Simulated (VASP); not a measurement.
# AgCl (Chlorargyrite) (Fm-3m) in VASP: a series of runs

Runs on AgCl (Chlorargyrite). Level: PBE. Tasks: single point.

All numbers are computed with VASP 6.6.1; they aren't measurements. Logs are shortened: lines on timing, memory, paths and dates and some standing lists are left out, and cuts for length are marked.

### Step 1. The structure

It takes space group Fm-3m (No. 225, cubic). The conventional cell has a = 5.470 Å, b = 5.470 Å, c = 5.470 Å, α = 90.00°, β = 90.00°, γ = 90.00°. Ag (site symmetry m-3m) is surrounded by 6 Cl at 2.73 Å. Cl (site symmetry m-3m) is surrounded by 6 Ag at 2.73 Å.

### Step 2. Single point, PBE

The input, INCAR:

```
SYSTEM = AgCl
PREC = Accurate
ENCUT = 450
EDIFF = 1E-7
ISMEAR = 0
SIGMA = 0.02
LREAL = .False.
LASPH = .True.
NELM = 100
ALGO = Normal
ISIF = 2
LWAVE = .False.
LCHARG = .False.
GGA = PE
NBANDS = 16
```

The input, KPOINTS:

```
regular mesh
0
Gamma
  4 4 4
  0 0 0
```

The input, POSCAR:

```
AgCl
1.0
    0.0000000000      2.7350000000      2.7350000000
    2.7350000000      0.0000000000      2.7350000000
    2.7350000000      2.7350000000      0.0000000000
Ag Cl
1 1
Direct
    0.0000000000      0.0000000000      0.0000000000
    0.5000000000      0.5000000000      0.5000000000
```

Potentials or basis: VASP PAW PBE potentials, release 64 (Ag_GW, Cl_GW).

On the command line:

```bash
> cat potpaw_PBE.64/Ag_GW/POTCAR potpaw_PBE.64/Cl_GW/POTCAR > POTCAR
> mpirun -np 1 vasp_std > vasp.out
```

OUTCAR:

```text
SYSTEM = AgCl
   PREC = Accurate
   ENCUT = 450
   EDIFF = 1E-7
   ISMEAR = 0
   LREAL = .False.
   LASPH = .True.
   NELM = 100
   ISIF = 2
   GGA = PE

 ion  position               nearest neighbor table
   1  0.000  0.000  0.000-   2 2.73   2 2.73   2 2.73   2 2.73   2 2.73   2 2.73
   2  0.500  0.500  0.500-   1 2.73   1 2.73   1 2.73   1 2.73   1 2.73   1 2.73

  LATTYP: Found a face centered cubic cell.
 ALAT       =     5.4700000000

  Lattice vectors:

 A1 = (   0.0000000000,   2.7350000000,   2.7350000000)
 A2 = (   2.7350000000,   0.0000000000,   2.7350000000)
 A3 = (   2.7350000000,   2.7350000000,   0.0000000000)

Analysis of symmetry for initial positions (statically):
=====================================================================
 Subroutine PRICEL returns:
 Original cell was already a primitive cell.

 Routine SETGRP: Setting up the symmetry group for a
 face centered cubic supercell.

 Subroutine GETGRP returns: Found 48 space group operations
 (whereof 48 operations were pure point group operations)
 out of a pool of 48 trial point group operations.

The static configuration has the point symmetry O_h .

Analysis of symmetry for dynamics (positions and initial velocities):
=====================================================================
 Subroutine PRICEL returns:
 Original cell was already a primitive cell.

 Routine SETGRP: Setting up the symmetry group for a
 face centered cubic supercell.

 Subroutine GETGRP returns: Found 48 space group operations
 (whereof 48 operations were pure point group operations)
 out of a pool of 48 trial point group operations.

The dynamic configuration has the point symmetry O_h .

 Subroutine INISYM returns: Found 48 space group operations
 (whereof 48 operations are pure point group operations),
 and found     1 'primitive' translations

----------------------------------------------------------------------------------------

                                     Primitive cell

  volume of cell :      40.9168

  direct lattice vectors                    reciprocal lattice vectors
     0.000000000  2.735000000  2.735000000    -0.182815356  0.182815356  0.182815356
     2.735000000  0.000000000  2.735000000     0.182815356 -0.182815356  0.182815356
     2.735000000  2.735000000  0.000000000     0.182815356  0.182815356 -0.182815356

  length of vectors
     3.867874093  3.867874093  3.867874093     0.316645486  0.316645486  0.316645486

  position of ions in fractional coordinates (direct lattice)
     0.000000000  0.000000000  0.000000000
     0.500000000  0.500000000  0.500000000
[... 62 lines left out ...]
   EDIFFG = 0.1E-05   stopping-criterion for IOM
   NSW    =      0    number of steps for IOM
   IBRION =     -1    ionic relax: 0-MD 1-quasi-New 2-CG
   NFREE  =      0    steps in history (QN), initial steepest desc. (CG)
   ISIF   =      2    stress and relaxation
   ISYM   =      2    0-nonsym 1-usesym 2-fastsym
   POTIM  = 0.5000    time-step for ionic-motion
   TEBEG  =    0.0;   TEEND  =   0.0 temperature during run
   PSTRESS=    0.0 pullay stress
   NELECT =      18.0000    total number of electrons
   NUPDOWN=      -1.0000    fix difference up-down
   EMIN   =  10.00;   EMAX   =-10.00  energy-range for DOS
   EFERMI =   0.00;   METHOD = LEGACY
   ISMEAR =     0;   SIGMA  =   0.02  broadening in eV -4-tet -1-fermi 0-gaus
   EFERMI_NEDOS =   21; number of points for ismear=-14 and -15
   IALGO  =     38    algorithm
   IMIX   =      4    mixing-type and parameters
     AMIX     =   0.40;   BMIX     =  1.00
     AMIX_MAG =   1.60;   BMIX_MAG =  1.00
  volume/ion in A,a.u.               =      20.46       138.06
  Fermi-wavevector in a.u.,A,eV,Ry     =   1.245083  2.352866 21.092186  1.550232
  Thomas-Fermi vector in A             =   2.379321
   LORBIT       =      0    0 simple, 1 ext, 2 COOP (PROOUT), +10 PAW based schemes
   GGA     = PE    functional components
   LHFCALC =     F    Hartree Fock is set to
   AEXX    =    0.0000 exact exchange contribution
   IVDW    =     0    specifies the selected vdW correction
   LEPSILON=     F    determine dielectric tensor
   LRPA    =     F    only Hartree local field effects (RPA)
 non-spin polarized calculation
 Gauss-broadening in eV      SIGMA  =   0.02
  energy-cutoff  :      450.00
  volume of cell :       40.92
 maximum number of plane-waves:       896
 NGX is ok and might be reduce to    28
   NGX = 13   NGY = 13   NGZ = 13

 number of electron      18.0000000 magnetization

 Free energy of the ion-electron system (eV)
  ---------------------------------------------------
  ext. energy  EPLUGINS =         0.00000000
  ---------------------------------------------------
  free energy    TOTEN  =        -5.35450412 eV

  energy without entropy =       -5.35450412  energy(sigma->0) =       -5.35450412

 E-fermi :   4.3432     XC(G=0): -10.1937

 val. band max:        4.2543941875   @ k =   0.5000   0.0000   0.0000
 cond. band min:       5.1532059427   @ k =   0.0000   0.0000   0.0000
 fundamental gap:      0.8988117553
 Fermi energy:         4.3432208422

 k-point     1 :       0.0000    0.0000    0.0000
  band No.  band energies     occupation
      1     -11.1770      2.00000
      2       1.6307      2.00000
      3       1.6307      2.00000
      4       1.6307      2.00000
      5       1.6753      2.00000
      6       1.6753      2.00000
[... 129 lines left out ...]
      3      -0.0264      2.00000
      4      -0.0264      2.00000
      5       2.1245      2.00000
      6       2.1245      2.00000
[... 8 lines left out ...]
     15      17.7862      0.00000
     16      17.7862      0.00000

------------------------ aborting loop because EDIFF is reached ----------------------------------------

  FORCE on cell =-STRESS in cart. coord.  units (eV):
  Direction    XX          YY          ZZ          XY          YZ          ZX
  --------------------------------------------------------------------------------------
  -------------------------------------------------------------------------------------
  Total        1.0182848      1.0182848      1.0182848      0.0000000      0.0000000     -0.0000000
  in kB       39.8729033     39.8729033     39.8729033      0.0000000      0.0000000     -0.0000000
  external PRESSURE =      39.8729033 kB  Pullay stress =       0.0000000 kB

 VOLUME and BASIS-vectors are now :
 -----------------------------------------------------------------------------
  energy-cutoff  :      450.00
  volume of cell :       40.92
      direct lattice vectors                 reciprocal lattice vectors
     0.000000000  2.735000000  2.735000000    -0.182815356  0.182815356  0.182815356
     2.735000000  0.000000000  2.735000000     0.182815356 -0.182815356  0.182815356
     2.735000000  2.735000000  0.000000000     0.182815356  0.182815356 -0.182815356

 POSITION                                       TOTAL-FORCE (eV/Angst)
 -----------------------------------------------------------------------------------
      0.00000      0.00000      0.00000        -0.000000     -0.000000     -0.000000
      2.73500      2.73500      2.73500         0.000000      0.000000      0.000000
 -----------------------------------------------------------------------------------
    total drift:                                0.000000      0.000000      0.000000

  FREE ENERGIE OF THE ION-ELECTRON SYSTEM (eV)
  ---------------------------------------------------
  free  energy   TOTEN  =        -5.3545041193 eV

  energy  without entropy=       -5.3545041193  energy(sigma->0) =       -5.35450412
```

stdout:

```text
POSCAR found type information on POSCAR AgCl
 POSCAR found :  2 types and       2 ions
 scaLAPACK will be used
 LDA part: xc-table for (Slater+PW92), standard interpolation
 POSCAR, INCAR and KPOINTS ok, starting setup
 FFT: planning ... GRIDC
 FFT: planning ... GRID_SOFT
 FFT: planning ... GRID
 WAVECAR not read
 entering main loop
```

Run time: 16 s. Hardware: 1 thread of Intel Xeon Platinum 8488C (Sapphire Rapids), shared host; peak memory 0.16 GiB.

What came out:

```yaml
Free_energy: -5.3545 eV
Pressure: 4.0 GPa
Band_gap_on_the_k_mesh: 0.90 eV, indirect (least direct gap 3.39 eV)
```

Caveat: the k mesh is coarse (spacing up to 0.50 Å⁻¹), so the values aren't converged. PBE gaps usually lie below the measured ones, often by a third to a half.

### Step 3. Single point, PBE

The input, INCAR:

```
PREC     = Accurate       # precision mode
ENCUT    = 450            # plane-wave cutoff, eV
EDIFF    = 1E-6           # SCF threshold, eV
ISMEAR   = 0              # smearing method
SIGMA    = 0.02           # smearing width, eV
LREAL    = False          # projectors in reciprocal space
LASPH    = True           # aspherical terms in the spheres
NELM     = 60             # most SCF steps
ALGO     = Fast           # electronic algorithm
ISIF     = 2              # what is computed and relaxed
LWAVE    = False          # write WAVECAR
LCHARG   = True           # write CHGCAR
GGA      = PE             # functional
LELF     = True           # ELF
LVHAR    = True         
NBANDS   = 16             # bands
```

The input, KPOINTS:

```
regular mesh
0
Gamma
  4 4 4
```

POSCAR is that of step 2.

Potentials or basis: VASP PAW PBE potentials, release 64 (Ag_GW, Cl_GW).

On the command line:

```bash
> cat potpaw_PBE.64/Ag_GW/POTCAR potpaw_PBE.64/Cl_GW/POTCAR > POTCAR
> mpirun -np 1 vasp_std > vasp.out
```

OUTCAR:

```text
PREC = Accurate
   ENCUT = 450
   EDIFF = 1E-6
   ISMEAR = 0
   LREAL = False
   LASPH = True
   NELM = 60
   ISIF = 2
   GGA = PE

 ion  position               nearest neighbor table
   1  0.000  0.000  0.000-   2 2.73   2 2.73   2 2.73   2 2.73   2 2.73   2 2.73
   2  0.500  0.500  0.500-   1 2.73   1 2.73   1 2.73   1 2.73   1 2.73   1 2.73

  LATTYP: Found a face centered cubic cell.
 ALAT       =     5.4700000000

  Lattice vectors:

 A1 = (   0.0000000000,   2.7350000000,   2.7350000000)
 A2 = (   2.7350000000,   0.0000000000,   2.7350000000)
 A3 = (   2.7350000000,   2.7350000000,   0.0000000000)

Analysis of symmetry for initial positions (statically):
=====================================================================
 Subroutine PRICEL returns:
 Original cell was already a primitive cell.

 Routine SETGRP: Setting up the symmetry group for a
 face centered cubic supercell.

 Subroutine GETGRP returns: Found 48 space group operations
 (whereof 48 operations were pure point group operations)
 out of a pool of 48 trial point group operations.

The static configuration has the point symmetry O_h .

Analysis of symmetry for dynamics (positions and initial velocities):
[... 144 lines left out ...]

 E-fermi :   4.3463     XC(G=0): -10.1937

 val. band max:        4.2544063282   @ k =   0.5000   0.0000   0.0000
 cond. band min:       5.1531991777   @ k =   0.0000   0.0000   0.0000
 fundamental gap:      0.8987928495
 Fermi energy:         4.3462680445

 k-point     1 :       0.0000    0.0000    0.0000
  band No.  band energies     occupation
      1     -11.1770      2.00000
      2       1.6307      2.00000
      3       1.6307      2.00000
      4       1.6307      2.00000
      5       1.6753      2.00000
      6       1.6753      2.00000
[... 129 lines left out ...]
      3      -0.0264      2.00000
      4      -0.0264      2.00000
      5       2.1245      2.00000
      6       2.1245      2.00000
[... 8 lines left out ...]
     15      17.7863      0.00000
     16      17.7863      0.00000

------------------------ aborting loop because EDIFF is reached ----------------------------------------

  FORCE on cell =-STRESS in cart. coord.  units (eV):
  Direction    XX          YY          ZZ          XY          YZ          ZX
  --------------------------------------------------------------------------------------
  -------------------------------------------------------------------------------------
  Total        1.0174453      1.0174453      1.0174453      0.0000000     -0.0000000      0.0000000
  in kB       39.8400289     39.8400289     39.8400289      0.0000000     -0.0000000      0.0000000
  external PRESSURE =      39.8400289 kB  Pullay stress =       0.0000000 kB

 VOLUME and BASIS-vectors are now :
 -----------------------------------------------------------------------------
  energy-cutoff  :      450.00
  volume of cell :       40.92
      direct lattice vectors                 reciprocal lattice vectors
     0.000000000  2.735000000  2.735000000    -0.182815356  0.182815356  0.182815356
     2.735000000  0.000000000  2.735000000     0.182815356 -0.182815356  0.182815356
     2.735000000  2.735000000  0.000000000     0.182815356  0.182815356 -0.182815356

 POSITION                                       TOTAL-FORCE (eV/Angst)
 -----------------------------------------------------------------------------------
      0.00000      0.00000      0.00000         0.000000      0.000000      0.000000
      2.73500      2.73500      2.73500        -0.000000      0.000000     -0.000000
 -----------------------------------------------------------------------------------
    total drift:                                0.000000      0.000000      0.000000

  FREE ENERGIE OF THE ION-ELECTRON SYSTEM (eV)
  ---------------------------------------------------
  free  energy   TOTEN  =        -5.3545039257 eV

  energy  without entropy=       -5.3545039257  energy(sigma->0) =       -5.35450393
```

OSZICAR:

```text
N       E                     dE             d eps       ncg     rms          rms(c)
DAV:   1     0.112609767357E+03    0.11261E+03   -0.75344E+03   256   0.895E+02
DAV:   2    -0.882681940257E+00   -0.11349E+03   -0.10430E+03   304   0.226E+02
DAV:   3    -0.544870532652E+01   -0.45660E+01   -0.45498E+01   360   0.530E+01
DAV:   4    -0.553532590395E+01   -0.86621E-01   -0.86608E-01   376   0.648E+00
DAV:   5    -0.553616568153E+01   -0.83978E-03   -0.83964E-03   352   0.597E-01    0.432E+00
RMM:   6    -0.536270758416E+01    0.17346E+00   -0.27742E-01   272   0.330E+00    0.374E+00
RMM:   7    -0.535381750726E+01    0.88901E-02   -0.51722E-02   307   0.162E+00    0.155E+00
RMM:   8    -0.535417414141E+01   -0.35663E-03   -0.91829E-03   329   0.671E-01    0.531E-01
RMM:   9    -0.535439317752E+01   -0.21904E-03   -0.22609E-03   318   0.470E-01    0.963E-02
RMM:  10    -0.535450930961E+01   -0.11613E-03   -0.10085E-03   357   0.251E-01    0.935E-02
RMM:  11    -0.535449249871E+01    0.16811E-04   -0.29376E-04   334   0.150E-01    0.158E-02
RMM:  12    -0.535450217940E+01   -0.96807E-05   -0.95690E-05   394   0.703E-02    0.131E-02
RMM:  13    -0.535450443234E+01   -0.22529E-05   -0.12703E-05   329   0.275E-02    0.104E-02
RMM:  14    -0.535450392569E+01    0.50665E-06   -0.37233E-06   253   0.143E-02
   1 F= -.53545039E+01 E0= -.53545039E+01  d E =-.971116E-12
```

stdout:

```text
POSCAR found type information on POSCAR AgCl
 POSCAR found :  2 types and       2 ions
 scaLAPACK will be used
 LDA part: xc-table for (Slater+PW92), standard interpolation
 POSCAR, INCAR and KPOINTS ok, starting setup
 FFT: planning ... GRIDC
 FFT: planning ... GRID_SOFT
 FFT: planning ... GRID
 WAVECAR not read
 entering main loop
```

It took 8 s on 1 thread of Intel Xeon 6975P-C (Granite Rapids), shared host; peak memory 0.16 GiB.

What came out:

```yaml
Free_energy: -5.3545 eV
Pressure: 4.0 GPa
Band_gap_on_the_k_mesh: 0.90 eV, indirect (least direct gap 3.39 eV)
```

Levels at points of the mesh, in eV from the valence-band top:
```
           k point  band 5  band 6  band 7  band 8  band 9  band 10  band 11  band 12  band 13  band 14
(0.00, 0.00, 0.00)   -2.58   -2.58   -2.49   -2.49   -2.49     0.90    10.67    10.67    10.67    12.31
(0.50, 0.00, 0.00)   -2.22   -2.22   -1.88    0.00    0.00     4.11     6.77     7.52     7.52    13.33
(0.50, 0.50, 0.00)   -2.99   -2.37   -2.09   -2.09   -1.97     2.30     7.90     8.77    11.72    11.72
```

Caveat: the k mesh is coarse (spacing up to 0.50 Å⁻¹), so the values aren't converged. A k mesh can miss the band edges.
